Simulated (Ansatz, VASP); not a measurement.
## GeSe: VASP beside Ansatz

One calculation is typed for both programs; each brings its own data sets. How far apart do they land? The structure shown is the start of the Ansatz relaxation below; VASP solves that cell, so the two are compared at the walk's first step.

Calculated with Ansatz 0.2.0; plane waves, with VASP 6.6.1 beside it; single point at LDA.

## Step 1: The starting structure

The cell holds 16 atoms: 8 Ge and 8 Se. Its edges and angles: a = 3.820 Å, b = 4.380 Å, c = 34.969 Å, α = 90.0°, β = 90.0°, γ = 90.0°. It derives from GeSe. Vacuum lies along c.

Structure file:

```cif
data_structure
_symmetry_space_group_name_H-M 'P 1'
_symmetry_Int_Tables_number 1
_cell_length_a 3.8200
_cell_length_b 4.3800
_cell_length_c 34.9688
_cell_angle_alpha 90.000
_cell_angle_beta 90.000
_cell_angle_gamma 90.000
_cell_volume 585.08
loop_
_atom_site_label
_atom_site_type_symbol
_atom_site_fract_x
_atom_site_fract_y
_atom_site_fract_z
_atom_site_occupancy
Ge1 Ge 0.25000 0.10600 0.77122 1
Ge2 Ge 0.75000 0.60600 0.69162 1
Ge3 Ge 0.25000 0.39400 0.61694 1
Ge4 Ge 0.75000 0.89400 0.53734 1
Ge5 Ge 0.25000 0.10600 0.46266 1
Ge6 Ge 0.75000 0.60600 0.38306 1
Ge7 Ge 0.25000 0.39400 0.30838 1
Ge8 Ge 0.75000 0.89400 0.22878 1
Se9 Se 0.75000 0.49700 0.76289 1
Se10 Se 0.25000 0.99700 0.69995 1
Se11 Se 0.75000 0.00300 0.60861 1
Se12 Se 0.25000 0.50300 0.54567 1
Se13 Se 0.75000 0.49700 0.45433 1
Se14 Se 0.25000 0.99700 0.39139 1
Se15 Se 0.75000 0.00300 0.30005 1
Se16 Se 0.25000 0.50300 0.23711 1
```

## Step 2: Ansatz: relaxation, LDA

Ansatz runs on its default PAW (the set named soft_2) files.

The two programs are compared at the cell with which this relaxation starts, whose forces are those of its first step.

input.yaml reads:

```yaml
crystal:
  lattice:
    - [3.82, 0.0, 0.0]
    - [0.0, 4.38, 0.0]
    - [0.0, 0.0, 34.96882]
  atoms:
    - { symbol: Ge, position: [0.25, 0.106, 0.771224765] }
    - { symbol: Se, position: [0.75, 0.497, 0.762893629] }
    - { symbol: Se, position: [0.25, 0.997, 0.699947267] }
    - { symbol: Ge, position: [0.75, 0.606, 0.691616131] }
    - { symbol: Ge, position: [0.25, 0.394, 0.616944467] }
    - { symbol: Se, position: [0.75, 0.003, 0.60861333] }
    - { symbol: Se, position: [0.25, 0.503, 0.545666968] }
    - { symbol: Ge, position: [0.75, 0.894, 0.537335832] }
    - { symbol: Ge, position: [0.25, 0.106, 0.462664168] }
    - { symbol: Se, position: [0.75, 0.497, 0.454333032] }
    - { symbol: Se, position: [0.25, 0.997, 0.39138667] }
    - { symbol: Ge, position: [0.75, 0.606, 0.383055533] }
    - { symbol: Ge, position: [0.25, 0.394, 0.308383869] }
    - { symbol: Se, position: [0.75, 0.003, 0.300052733] }
    - { symbol: Se, position: [0.25, 0.503, 0.237106371] }
    - { symbol: Ge, position: [0.75, 0.894, 0.228775235] }
kpoints:
  mp_grid: { grid: [8, 6, 1] }
scf:
  occupations: { method: fermi_dirac, width: 0.02 }
  n_extra_bands: 8
hamiltonian:
  xc: lda
  pseudopotentials: { kind: paw }
output:
  forces: true
  write_potential: true
  volumetric_format: []
relax:
  f_tol: 0.01
  max_steps: 40
  cell: { fix: [c, alpha, beta] }
```

Command:

```bash
ansatz run input.yaml --threads 4 --pin off --max-ram 12288MiB --backend cpu --events-out ev --progress --plain --runs-dir out
```

Numbers of over 12 decimals in the logs are rounded to 6 here.

Output:

```text
scf.n_extra_bands = 8 over 120 filled bands (N_el = 240.0): the run solves 128 bands
Engine: ansatz 0.2.0, aarch64-unknown-linux-gnu
Pseudopotentials: kind: paw
Pseudopotential: Ge, paw, valence charge 14, recommended cutoff 420 eV (normal), Ge.paw.azcp
Pseudopotential: Se, paw, valence charge 16, recommended cutoff 420 eV (normal), Se.paw.azcp
Functional definition: SPW92
  exchange = slater_x
  correlation = pw_c
Crystal: 16 atoms, lattice volume = 585.084 Å³
Basis set: ecut = 420 eV, 11491 PW (Γ)
Bands: 128, of which v1, the nominal top of the filled ones, is band 120 counted from 1 (119 counted from 0)
Symmetry: 4 space group operations
Space group: P21/m (ITA 11), of the structure as read, at distance tolerance 8.4e-5 Å
k-points: 20 of 48
Non-local potential: Ge, projectors of the file, l = 0: 2, l = 1: 2, l = 2: 3, l = 3: 1
Non-local potential: Se, projectors of the file, l = 0: 2, l = 1: 2, l = 2: 3, l = 3: 1
PAW form: soft (Blöchl's): semilocal exchange-correlation on the pseudo side does not see the compensation charge
PAW frozen core: Ge, regenerated for the run's functional, and the local potential with it (the file was generated under x = pbe(κ = 0.804, μ = 0.219515), c = pbe(β = 0.066725))
PAW frozen core: Se, regenerated for the run's functional, and the local potential with it (the file was generated under x = pbe(κ = 0.804, μ = 0.219515), c = pbe(β = 0.066725))
PAW one-centre angular grid: Ge, 590 points (default); XC on 64 Gauss nodes
PAW one-centre angular grid: Se, 590 points (default); XC on 64 Gauss nodes
Initial density: superposition of atomic densities (neutral atoms: chi_scale 0, normalization atom), corrected by the library's trained network
Initial wavefunctions: pseudopotential atomic-orbital guess
Functional: x = slater, c = lda
SCF iter   1: F=—  HF=-76794.762183 eV  |F-HF|=—  |Δ(HF+E_count)|=         —  Δρ=3.61e-3  dr2=9.26e-2  ethr=1.77e-3  ⟨swp⟩=6.2  Hψ=9887  notcnv=0
preconditioner: auto → Resta (q_TF=auto, 2.352 Å⁻¹)  ε∞=4.1  [insulator: Δε(μ)=0.759 eV  Ē_g=7.846 eV  σ=0.020 eV  W_gap=1.00  n_scr=142 (ndim 8)  ℏωp=13.7 eV  f_vac=0.374  D(μ)=0.00/eV (n_scr^D=0)  ε∞_Penn≈4.1  vacuum switching on, ρ_ref=4.5e-3 e/Å³]
SCF iter   2: F=—  HF=-76794.739646 eV  |F-HF|=—  |Δ(HF+E_count)|=   2.25e-2  Δρ=1.96e-3  dr2=3.15e-2  ethr=3.86e-5  ⟨swp⟩=3.0  Hψ=4380  notcnv=0  defer=51
SCF iter   3: F=—  HF=-76794.736136 eV  |F-HF|=—  |Δ(HF+E_count)|=   3.51e-3  Δρ=9.92e-4  dr2=1.39e-2  ethr=1.31e-5  ⟨swp⟩=2.5  Hψ=3049  notcnv=0  defer=51
SCF iter   4: F=—  HF=-76794.734537 eV  |F-HF|=—  |Δ(HF+E_count)|=   1.60e-3  Δρ=2.06e-4  dr2=4.27e-4  ethr=5.81e-6  ⟨swp⟩=2.0  Hψ=2994  notcnv=0  defer=51
SCF iter   5: F=—  HF=-76794.734556 eV  |F-HF|=—  |Δ(HF+E_count)|=   1.90e-5  Δρ=7.02e-5  dr2=5.55e-5  ethr=1.78e-7  ⟨swp⟩=2.0  Hψ=4091  notcnv=0  defer=51
SCF iter   6: F=—  HF=-76794.734438 eV  |F-HF|=—  |Δ(HF+E_count)|=   1.19e-4  Δρ=2.90e-5  dr2=2.05e-5  ethr=2.31e-8  ⟨swp⟩=2.6  Hψ=5011  notcnv=0  defer=51
SCF iter   7: F=—  HF=-76794.734447 eV  |F-HF|=—  |Δ(HF+E_count)|=   8.94e-6  Δρ=1.21e-5  dr2=4.18e-6  ethr=8.56e-9  ⟨swp⟩=2.1  Hψ=4700  notcnv=0  defer=51
SCF iter   8: F=—  HF=-76794.734448 eV  |F-HF|=—  |Δ(HF+E_count)|=   1.40e-6  Δρ=6.03e-6  dr2=5.07e-7  ethr=1.74e-9  ⟨swp⟩=3.0  Hψ=4769  notcnv=0  defer=51
SCF iter   9: F=-76794.734448 eV  HF=-76794.734448 eV  |F-HF|=5.24e-8  |Δ(HF+E_count)|=   2.96e-7  Δρ=2.00e-6  dr2=5.53e-8  ethr=4.17e-11  ⟨swp⟩=9.0  Hψ=22407  notcnv=0
SCF 1 converged in 9 iterations: F = -76794.734448 eV  dr2 = 5.53e-8
  greatest PAW one-centre occupation: 1.000 electrons in one spin orbital (limit 2), on the Se atom at site 13 (counted from 0), in its partial waves of l = 2
relax step   1: F+E_penalty+E_count = -76794.73444846 eV  Δ(F+E_penalty+E_count) = +0.000e0 eV  max|allowed force component| = 3.357e-1 eV/Å  Δτ_max = 0.0000 Å  P = -1.117 GPa  Ω = 585.084 Å³  fix = [c, alpha, beta]  reactions: c -0.892 GPa; alpha +0.031 GPa/rad  (9 SCF iters, dr2 threshold 1.00e-7 eV, accepted)
Crystal: 16 atoms, lattice volume = 557.683 Å³
Basis set: ecut = 420 eV, 10915 PW (Γ)
Initial density: handed on by an earlier stage of this run
Initial wavefunctions: those handed on with the density
iter 1 solved again at ethr=3.69e-5 eV; its pass at ethr=3.10e-3 eV (dr2=8.85e-2 eV) is discarded
SCF iter   1: F=—  HF=-76794.892756 eV  |F-HF|=—  |Δ(HF+E_count)|=         —  Δρ=4.88e-3  dr2=8.96e-2  ethr=3.69e-5  ⟨swp⟩=2.4  Hψ=13737  notcnv=0
preconditioner: auto → Resta (q_TF=auto, 2.371 Å⁻¹)  ε∞=2.3  [insulator: Δε(μ)=0.530 eV  Ē_g=17.379 eV  σ=0.020 eV  W_gap=1.00  n_scr=142 (ndim 8)  ℏωp=19.9 eV  f_vac=0.382  D(μ)=0.00/eV (n_scr^D=0)  ε∞_Penn≈2.3  vacuum switching on, ρ_ref=2.2e-2 e/Å³]
SCF iter   2: F=—  HF=-76794.879254 eV  |F-HF|=—  |Δ(HF+E_count)|=   1.35e-2  Δρ=2.47e-3  dr2=5.23e-2  ethr=3.69e-5  ⟨swp⟩=3.0  Hψ=3207  notcnv=0
[...]
Internal energy: -76794.930873 eV  (E = F + TS)
E sigma→0 (E₀):  -76794.930873 eV
Entropy (-TS):   -0.000000 eV (-0.000 meV/atom)
Fermi energy:    4.312217 eV
--- Per-component energies (eV) ---
  E_band       = -5328.643005
  E_kinetic    = 1840.530593
  E_local      = -332817.891312  (includes V_loc(G=0)·N_el)
  E_nonlocal   = -1374.325206
  E_hartree    = 164544.863181
  E_xc         = -1433.474387
  E_vxc        = -1311.520955  (∫ρ·V_xc dr)
  E_paw        = -30106.673135  (= ΣΔE_a)
  E_vpaw       = -755.157212  (= ΣTr[D̂ρ^β])
  E_aug_tail   = -0.002628  (compensation charges beyond the density's cutoff)
  E_ewald      = 122519.036513
  E_core_change = 33.005508  (= ΣΔE_core)
  E_smearing   = -0.000000  (= −TS)
  E_closure    = 0.000000  (closes the sum)
  Σ components = -76794.930873   (vs F -76794.930873, Δ=0.00e0)
--- Forces (eV/Å), atoms counted from 1 ---
  atom   1  Ge     0.00000000     0.00007723     0.00156758
  atom   2  Se     0.00000000     0.00027524    -0.00023142
  atom   3  Se     0.00000000    -0.00070636    -0.00338955
  atom   4  Ge     0.00000000    -0.00045442    -0.00119054
  atom   5  Ge     0.00000000     0.00046205     0.00089487
  atom   6  Se     0.00000000     0.00037757     0.00016704
  atom   7  Se     0.00000000    -0.00084699    -0.00213901
  atom   8  Ge     0.00000000     0.00084152    -0.00072972
  atom   9  Ge     0.00000000    -0.00084152     0.00072972
  atom  10  Se     0.00000000     0.00084699     0.00213901
  atom  11  Se     0.00000000    -0.00037757    -0.00016704
  atom  12  Ge     0.00000000    -0.00046205    -0.00089487
  atom  13  Ge     0.00000000     0.00045442     0.00119054
  atom  14  Se     0.00000000     0.00070636     0.00338955
  atom  15  Se     0.00000000    -0.00027524     0.00023142
  atom  16  Ge     0.00000000    -0.00007723    -0.00156758
  max |Σ_I F_I| component: 5.42e-20 eV/Å
--- Stress (GPa, compression-positive) ---
        0.000781      -0.000000      -0.000000
       -0.000000       0.005833      -0.000727
       -0.000000      -0.000727      -0.010178
  P = ⅓ Tr σ = -0.0012 GPa (-0.012 kbar)
--- Band table (eV; the first three rows and the last of 20) ---
  k-point 0: bands = [... 116 lower, 3.0965, 3.2959, 3.4581, 3.5377, 4.6639, 5.4614, 6.4462, 6.4625, ... 4 higher]
  k-point 1: bands = [... 116 lower, 2.8829, 3.1775, 3.3533, 3.5082, 4.6181, 5.4768, 6.2142, 6.5075, ... 4 higher]
  k-point 2: bands = [... 116 lower, 3.4722, 3.6980, 3.8807, 4.0074, 4.9514, 5.0653, 5.2608, 5.4056, ... 4 higher]
  k-point 19: bands = [... 116 lower, 2.2133, 2.2133, 2.2614, 2.2614, 6.5776, 6.5776, 6.6300, 6.6300, ... 4 higher]
--- Relaxed structure (8 steps of the walk, 8 accepted, 1 SCFs on fresh bases) ---
  F+E_penalty+E_count = -76794.93087296 eV   max|allowed force component| = 3.390e-3 eV/Å   (the final SCF, on the basis selected at the relaxed cell)
  cell:  # Å, volume = 558.3685 Å³
    - [3.863178, 0, 0]
    - [0, 4.133283, 0]
    - [0, 0, 34.96882]
  atoms:
    - { symbol: Ge, position: [0.25, 0.092611, 0.765204] }
    - { symbol: Se, position: [0.750000, 0.513751, 0.764232] }
    - { symbol: Se, position: [0.25, 1.014326, 0.694464] }
    - { symbol: Ge, position: [0.750000, 0.595507, 0.692440] }
    - { symbol: Ge, position: [0.25, 0.399733, 0.615092] }
    - { symbol: Se, position: [0.750000, -0.011490, 0.609146] }
    - { symbol: Se, position: [0.25, 0.488889, 0.543252] }
    - { symbol: Ge, position: [0.750000, 0.899969, 0.537154] }
    - { symbol: Ge, position: [0.25, 0.100031, 0.462846] }
    - { symbol: Se, position: [0.750000, 0.511111, 0.456748] }
    - { symbol: Se, position: [0.25, 1.011490, 0.390854] }
    - { symbol: Ge, position: [0.750000, 0.600267, 0.384908] }
    - { symbol: Ge, position: [0.25, 0.404493, 0.307560] }
    - { symbol: Se, position: [0.750000, -0.014326, 0.305536] }
    - { symbol: Se, position: [0.25, 0.486249, 0.235768] }
    - { symbol: Ge, position: [0.750000, 0.907389, 0.234796] }
```

In the SCF lines HF is the Harris–Foulkes energy and dr2 the Hartree energy of the density residual, in eV; the loop may stop once dr2 is under the threshold and the program's other checks hold. Hψ counts applications of the Hamiltonian.

[end of part 1 of 2]

[Lines on the potential files, build, host, timing and source positions are cut from VASP's logs without a mark.]

[Logs are printed without paths, hosts, clocks, repeated set-up lines and the standing remarks that a program may print on its own settings, such as how far it seeks lower states.]

[Hosts, paths, dates, database ids (printed as entryN), source tags and the programs' standing remarks are cut or masked in the printed files.]
